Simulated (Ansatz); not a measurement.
**Ge under strain: Field gradients at the nuclei**

The cell is a COD entry, relaxed with PBE at fixed cell and then changed (z stretched by 3 %, ions relaxed).

```
Ge
1.0
     5.93000    0.00000    0.00000
     0.00000    5.93000    0.00000
     0.00000    0.00000    7.18940
Ge
12
Direct
  0.08782 0.08782 0.00000
  0.41218 0.58782 0.75000
  0.91218 0.91218 0.50000
  0.58782 0.41218 0.25000
  0.16929 0.36876 0.25262
  0.13124 0.66929 0.00262
  0.83071 0.63124 0.75262
  0.86876 0.33071 0.50262
  0.66929 0.13124 0.99738
  0.63124 0.83071 0.24738
  0.33071 0.86876 0.49738
  0.36876 0.16929 0.74738
```

Atoms are numbered from 1 in the order listed; like atoms form one site, named after its first atom.

All values are calculated (Ansatz; DFT, PBE, plane waves and PAW, scalar-relativistic, 420 eV cutoff, Γ-centred 8×8×7 k-points, Fermi–Dirac smearing 0.02 eV), not measured.

Conventions: |V_zz| ≥ |V_yy| ≥ |V_xx|, η = (V_xx − V_yy)/V_zz, C_Q = eQV_zz/h.

⁷³Ge: I = 9/2, Q = -196.0 mb. Quadrupole moments are those of Pyykkö's year-2017 table.

```csv
site,atoms (order as listed),first shell,V_zz (10²¹ V/m²),η,C_Q (MHz)
Ge1,"1, 2, 3, 4",4 Ge at 2.50–2.51 Å,4.02,0.79,-19.1
Ge5,"5, 6, 7, 8, 9, 10, …",4 Ge at 2.50–2.54 Å,6.04,0.74,-28.6
```

With a gap of 0.5 eV on this mesh, the gradients can still move by some per cent as the k-mesh gets denser.
